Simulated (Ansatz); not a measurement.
# AlN (F-43m) in Ansatz: a series of runs

The runs below take AlN through relaxation of cell and atoms, with PBE+D3(BJ), RPBE, revPBE+D3(BJ), BLYP+D4.

Everything below comes from runs of Ansatz 0.2.0. Logs are shortened: lines on timing, memory, paths and dates and some standing lists are left out, and cuts for length are marked.

## Step 1: The crystal as given

It takes space group F-43m (No. 216, cubic). Conventional cell: a = 4.368 Å, b = 4.368 Å, c = 4.368 Å, α = 90.00°, β = 90.00°, γ = 90.00°. Al (site symmetry -43m) has 4 N at 1.89 Å as nearest neighbours. Around N (site symmetry -43m) lie 4 Al at 1.89 Å.

Measurements of this composition are mostly on another form, of space group No. 186.

## Step 2: Relaxation of cell and atoms, PBE+D3(BJ)

File input.yaml:

```yaml
crystal:
  lattice:
    - [0.0, 2.1839935596, 2.1839935596]
    - [2.1839935596, 0.0, 2.1839935596]
    - [2.1839935596, 2.1839935596, 0.0]
  atoms:
    - { symbol: Al, position: [0.0, 0.0, 0.0] }
    - { symbol: "N", position: [0.25, 0.25, 0.25] }
hamiltonian:
  xc: pbe
  pseudopotentials: { kind: paw }
  dispersion: d3bj
kpoints:
  mp_grid: { grid: [10, 10, 10] }
scf:
  occupations: { method: fermi_dirac, width: 0.05 }
output:
  forces: true
  stress: true
relax:
  f_tol: 0.01
  max_steps: 40
  cell: { stress_tol: 0.05 }
```

Potentials or basis: Ansatz PAW.

Started as:

```sh
> ansatz run input.yaml --threads 2 --pin off --max-ram 5120MiB --backend cpu --events-out ev --progress --plain --runs-dir out
```

The program printed:

```text
Warning: RAYON_NUM_THREADS=2 ignored (pool sized by the plan → 2); use --threads N
Engine: ansatz 0.2.0, x86_64-unknown-linux-gnu
Pseudopotentials: kind: paw
Pseudopotential: Al, paw, valence charge 3, recommended cutoff 420 eV (normal), Al.paw.azcp
Pseudopotential: N, paw, valence charge 5, recommended cutoff 420 eV (normal), N.paw.azcp
Functional definition: PBE
  parameter kappa = 0.804
  parameter beta = 0.06672455060314922
  exchange = pbe_x(kappa = kappa, mu = beta*pi^2/3)
  correlation = pbe_c(beta = beta)
Crystal: 2 atoms, lattice volume = 20.835 Å³
Basis set: ecut = 420 eV, 411 PW (Γ), exchange–correlation on 48×48×48 points (8 copies of the dense FFT grid, shifted against one another)
Bands: 8, of which v1, the nominal top of the filled ones, is band 4 counted from 1 (3 counted from 0)
Symmetry: 24 space group operations
Space group: F-43m (ITA 216), of the structure as read, at distance tolerance 2.8e-5 Å
k-points: 47 of 1000 (time reversal used)
Non-local potential: Al, projectors of the file, l = 0: 2, l = 1: 2, l = 2: 1
Non-local potential: N, projectors of the file, l = 0: 2, l = 1: 2, l = 2: 1
PAW form: soft (Blöchl's): semilocal exchange-correlation on the pseudo side does not see the compensation charge
PAW one-centre angular grid: Al, 110 points (default); XC on 64 Gauss nodes
PAW one-centre angular grid: N, 110 points (default); XC on 64 Gauss nodes
Initial density: superposition of atomic densities (neutral atoms: chi_scale 0, normalization atom), corrected by the library's trained network
Initial wavefunctions: pseudopotential atomic-orbital guess
Functional: x = pbe(κ = 0.804, μ = 0.2195149727645171), c = pbe(β = 0.06672455060314922)
SCF iter   1: F=—  HF=-924.742797 eV  |F-HF|=—  |Δ(HF+E_count)|=         —  Δρ=7.22e-4  dr2=3.39e-5  ethr=1.77e-3  ⟨swp⟩=4.6  Hψ=2731  notcnv=0
preconditioner: auto → none  [insulator: Δε(μ)=3.327 eV  Ē_g=15.405 eV  σ=0.050 eV  W_gap=1.00  n_scr=0 (ndim 8)  ℏωp=23.0 eV  f_vac=0.000  D(μ)=0.00/eV (n_scr^D=0)  ε∞_Penn≈3.2]
SCF iter   2: F=—  HF=-924.742951 eV  |F-HF|=—  |Δ(HF+E_count)|=   1.54e-4  Δρ=3.46e-4  dr2=8.18e-6  ethr=4.24e-7  ⟨swp⟩=2.5  Hψ=940  notcnv=0
SCF iter   3: F=—  HF=-924.742987 eV  |F-HF|=—  |Δ(HF+E_count)|=   3.54e-5  Δρ=1.78e-4  dr2=4.50e-6  ethr=1.02e-7  ⟨swp⟩=2.0  Hψ=564  notcnv=0
iter 4 did not close the SCF: its close was put off for the readings that it lacked (scf_convergence_deferred on its scf_iter line)
SCF iter   4: F=-924.742988 eV  HF=-924.742988 eV  |F-HF|=1.18e-7  |Δ(HF+E_count)|=   8.03e-7  Δρ=2.27e-5  dr2=3.34e-8  ethr=5.63e-8  ⟨swp⟩=2.6  Hψ=550  notcnv=0
iter 5 did not close the SCF: its close was put off for the readings that it lacked (scf_convergence_deferred on its scf_iter line)
SCF iter   5: F=-924.742988 eV  HF=-924.742988 eV  |F-HF|=2.08e-9  |Δ(HF+E_count)|=   1.25e-7  Δρ=3.62e-6  dr2=7.66e-10  ethr=4.17e-10  ⟨swp⟩=2.0  Hψ=541  notcnv=0
SCF iter   6: F=-924.742988 eV  HF=-924.742988 eV  |F-HF|=3.18e-12  |Δ(HF+E_count)|=   2.31e-9  Δρ=1.96e-7  dr2=3.71e-12  ethr=9.57e-12  ⟨swp⟩=1.0  Hψ=1124  notcnv=0
SCF 1 converged in 6 iterations: F = -924.742988 eV  dr2 = 3.71e-12
relax step   1: F+E_penalty+E_count = -924.74298778 eV  Δ(F+E_penalty+E_count) = +0.000e0 eV  max|allowed force component| = 1.989e-16 eV/Å  Δτ_max = 0.0000 Å  P = +0.600 GPa  Ω = 20.835 Å³  (6 SCF iters, dr2 threshold 1.00e-7 eV, accepted)
Crystal: 2 atoms, lattice volume = 20.865 Å³
Initial density: handed on by an earlier stage of this run
Initial wavefunctions: those handed on with the density
iter 1 solved again at ethr=3.44e-7 eV; its pass at ethr=3.10e-3 eV (dr2=2.75e-5 eV) is discarded
SCF iter   1: F=—  HF=-924.742941 eV  |F-HF|=—  |Δ(HF+E_count)|=         —  Δρ=3.41e-4  dr2=2.78e-5  ethr=3.44e-7  ⟨swp⟩=1.0  Hψ=2916  notcnv=0
preconditioner: auto → none  [insulator: Δε(μ)=3.320 eV  Ē_g=15.388 eV  σ=0.050 eV  W_gap=1.00  n_scr=0 (ndim 8)  ℏωp=23.0 eV  f_vac=0.000  D(μ)=0.00/eV (n_scr^D=0)  ε∞_Penn≈3.2]
SCF iter   2: F=—  HF=-924.742978 eV  |F-HF|=—  |Δ(HF+E_count)|=   3.76e-5  Δρ=1.55e-4  dr2=3.47e-6  ethr=3.44e-7  ⟨swp⟩=2.3  Hψ=543  notcnv=0
SCF iter   3: F=-924.742977 eV  HF=-924.742977 eV  |F-HF|=4.95e-8  |Δ(HF+E_count)|=   1.10e-6  Δρ=3.14e-5  dr2=1.44e-7  ethr=2.50e-9  ⟨swp⟩=2.6  Hψ=1337  notcnv=0
SCF 2 converged in 3 iterations: F = -924.742977 eV  dr2 = 1.44e-7
relax step   2: F+E_penalty+E_count = -924.74297731 eV  Δ(F+E_penalty+E_count) = +1.047e-5 eV  max|allowed force component| = 2.082e-17 eV/Å  Δτ_max = 0.0000 Å  P = +0.299 GPa  Ω = 20.865 Å³  energy of the carried Pulay correction = -9.557e-5 eV  (3 SCF iters, dr2 threshold 2.00e-7 eV, accepted)
Crystal: 2 atoms, lattice volume = 20.895 Å³
iter 1 solved again at ethr=3.62e-7 eV; its pass at ethr=3.10e-3 eV (dr2=2.89e-5 eV) is discarded
SCF iter   1: F=—  HF=-924.742874 eV  |F-HF|=—  |Δ(HF+E_count)|=         —  Δρ=3.40e-4  dr2=2.92e-5  ethr=3.62e-7  ⟨swp⟩=1.0  Hψ=2916  notcnv=0
preconditioner: auto → none  [insulator: Δε(μ)=3.320 eV  Ē_g=15.374 eV  σ=0.050 eV  W_gap=1.00  n_scr=0 (ndim 8)  ℏωp=23.0 eV  f_vac=0.000  D(μ)=0.00/eV (n_scr^D=0)  ε∞_Penn≈3.2]
SCF iter   2: F=—  HF=-924.742911 eV  |F-HF|=—  |Δ(HF+E_count)|=   3.79e-5  Δρ=1.66e-4  dr2=3.66e-6  ethr=3.62e-7  ⟨swp⟩=2.3  Hψ=542  notcnv=0
SCF iter   3: F=—  HF=-924.742910 eV  |F-HF|=—  |Δ(HF+E_count)|=   1.14e-6  Δρ=4.01e-5  dr2=2.46e-7  ethr=4.58e-8  ⟨swp⟩=2.5  Hψ=535  notcnv=0
SCF iter   4: F=-924.742910 eV  HF=-924.742910 eV  |F-HF|=1.49e-9  |Δ(HF+E_count)|=   4.98e-8  Δρ=4.60e-6  dr2=2.43e-9  ethr=2.50e-9  ⟨swp⟩=4.0  Hψ=1067  notcnv=0
SCF 3 converged in 4 iterations: F = -924.742910 eV  dr2 = 2.43e-9
relax step   3: F+E_penalty+E_count = -924.74291025 eV  Δ(F+E_penalty+E_count) = +6.706e-5 eV  max|allowed force component| = 1.203e-16 eV/Å  Δτ_max = 0.0000 Å  P = -0.003 GPa  Ω = 20.895 Å³  energy of the carried Pulay correction = -1.904e-4 eV  (4 SCF iters, dr2 threshold 2.00e-7 eV, accepted)
Initial wavefunctions: pseudopotential atomic-orbital guess (no wavefunctions were taken with the density)
iter 1 solved again at ethr=5.63e-8 eV; its pass at ethr=3.10e-3 eV (dr2=4.51e-6 eV) is discarded
SCF iter   1: F=—  HF=-924.743080 eV  |F-HF|=—  |Δ(HF+E_count)|=         —  Δρ=1.94e-5  dr2=1.58e-8  ethr=5.63e-8  ⟨swp⟩=3.1  Hψ=3794  notcnv=0
preconditioner: auto → none  [insulator: Δε(μ)=3.324 eV  Ē_g=15.376 eV  σ=0.050 eV  W_gap=1.00  n_scr=0 (ndim 8)  ℏωp=23.0 eV  f_vac=0.000  D(μ)=0.00/eV (n_scr^D=0)  ε∞_Penn≈3.2]
SCF iter   2: F=—  HF=-924.743126 eV  |F-HF|=—  |Δ(HF+E_count)|=   4.57e-5  Δρ=8.99e-6  dr2=4.13e-9  ethr=1.97e-10  ⟨swp⟩=2.0  Hψ=564  notcnv=0
SCF iter   3: F=—  HF=-924.743126 eV  |F-HF|=—  |Δ(HF+E_count)|=   6.91e-9  Δρ=4.07e-6  dr2=6.35e-10  ethr=5.16e-11  ⟨swp⟩=2.6  Hψ=562  notcnv=0
SCF iter   4: F=-924.743126 eV  HF=-924.743126 eV  |F-HF|=1.96e-11  |Δ(HF+E_count)|=   1.68e-9  Δρ=3.97e-7  dr2=1.34e-11  ethr=1.00e-12  ⟨swp⟩=4.0  Hψ=1595  notcnv=0
SCF 4 converged in 4 iterations: F = -924.743126 eV  dr2 = 1.34e-11
relax step   4: F+E_penalty+E_count = -924.74312560 eV  Δ(F+E_penalty+E_count) = -2.154e-4 eV  max|allowed force component| = 1.249e-16 eV/Å  Δτ_max = 0.0000 Å  P = +0.016 GPa  Ω = 20.895 Å³  stress off target by 1.55e-2 GPa  SCF on the basis re-selected at this cell (its energy is not comparable with the rows above)  (4 SCF iters)
basis re-selected at this cell: Δ(F+E_penalty+E_count) = -2.154e-4 eV, ΔP = +0.018 GPa vs the last step (what re-selecting the basis moved, of the pressure what is left beyond the Pulay correction that the steps carried, after the strain that the cell walked since its last selection, with what the two solves' SCF thresholds leave and, on support functions, any second-order correction that the steps lacked; it is no measure of the basis error at this ecutwfc). This SCF's stress stands 1.55e-2 GPa from its target on what of the cell is left free (relax.cell.stress_tol is 5.00e-2 GPa) and its largest allowed force component is 1.25e-16 eV/Å (relax.f_tol is 1.00e-2 eV/Å): within both
SCF converged after 4 iterations
Free energy (F): -924.743126 eV
Harris-Foulkes:  -924.743126 eV  (|F-HF|=1.96e-11)
Internal energy: -924.743126 eV  (E = F + TS)
E sigma→0 (E₀):  -924.743126 eV
Fermi energy:    8.650464 eV
--- Per-component energies (eV) ---
  E_band       = 15.186657
  E_kinetic    = 159.379814
  E_local      = -223.058911  (includes V_loc(G=0)·N_el)
  E_nonlocal   = 55.496647
  E_hartree    = 77.288556
  E_xc         = -101.815208
  E_vxc        = -107.930851  (∫ρ·V_xc dr)
  E_paw        = -595.179800  (= ΣΔE_a)
  E_vpaw       = -23.277293  (= ΣTr[D̂ρ^β])
  E_aug_tail   = 0.000098  (compensation charges beyond the density's cutoff)
  E_ewald      = -296.316424
  E_disp       = -0.537898  (pairwise vdW)
  E_smearing   = -0.000000  (= −TS)
  E_closure    = 0.000000  (closes the sum)
  Σ components = -924.743126   (vs F -924.743126, Δ=0.00e0)
--- Forces (eV/Å), atoms counted from 1 ---
  atom   1  Al     0.00000000    -0.00000000    -0.00000000
  atom   2  N     -0.00000000     0.00000000     0.00000000
  max |Σ_I F_I| component: 6.48e-17 eV/Å
--- Stress (GPa, compression-positive) ---
        0.015534       0.000000       0.000000
       -0.000000       0.015534       0.000000
        0.000000       0.000000       0.015534
  P = ⅓ Tr σ = 0.0155 GPa (0.155 kbar)
--- Relaxed structure (3 steps of the walk, 3 accepted, 1 SCFs on fresh bases) ---
  F+E_penalty+E_count = -924.74312560 eV   max|allowed force component| = 1.249e-16 eV/Å   (the final SCF, on the basis selected at the relaxed cell)
  cell:  # Å, volume = 20.8952 Å³
    - [1.2117431615729827e-33, 2.1861098557646153, 2.1861098557646153]
    - [2.1861098557646153, 3.2005305581625437e-34, 2.1861098557646153]
    - [2.1861098557646153, 2.1861098557646153, 2.8024546180925734e-34]
  atoms:
    - { symbol: Al, position: [-6.430073530251446e-35, -1.3043863447081502e-34, 1.3043863447081502e-34] }
    - { symbol: N, position: [0.25, 0.25, 0.25] }
```

It took 1.9 s on 2 threads of Intel Xeon at 2.60GHz (Ice Lake), shared host; peak memory 0.35 GiB.

Results:

```yaml
Free_energy: -924.7431 eV
Relaxed_volume: 10.45 Å³/atom
Relaxed_cell: a = 3.092 Å, b = 3.092 Å, c = 3.092 Å, α = 60.00°, β = 60.00°, γ = 60.00°
Space_group_after_relaxing_to_0.05_Å: F-43m (No. 216)
Energy_gained_by_relaxing: 0.1 meV/atom
Ionic_steps: 4
Pressure_after_relaxing: 0.0 GPa
Band_gap_on_the_k_mesh: 3.32 eV
```

Step by step:
```
step  energy change (eV)  largest force (eV/Å)  volume (Å³)
   1              0.0000                0.0000        20.83
   2              0.0000                0.0000        20.86
   3              0.0001                0.0000        20.90
   4             -0.0001                0.0000        20.90
```

Final structure:
```yaml
crystal:
  lattice:
    - [0.00000, 2.18611, 2.18611]
    - [2.18611, 0.00000, 2.18611]
    - [2.18611, 2.18611, 0.00000]
  atoms:
    - { symbol: Al, position: [0.00000, 0.00000, 0.00000] }
    - { symbol: N, position: [0.25000, 0.25000, 0.25000] }
```

Caveat: the plane-wave basis is chosen anew once the cell has moved, so the energies of steps on either side of that aren't comparable; the pressure holds a Pulay correction of +0.5 GPa for the finite cutoff.

[end of part 1 of 2]
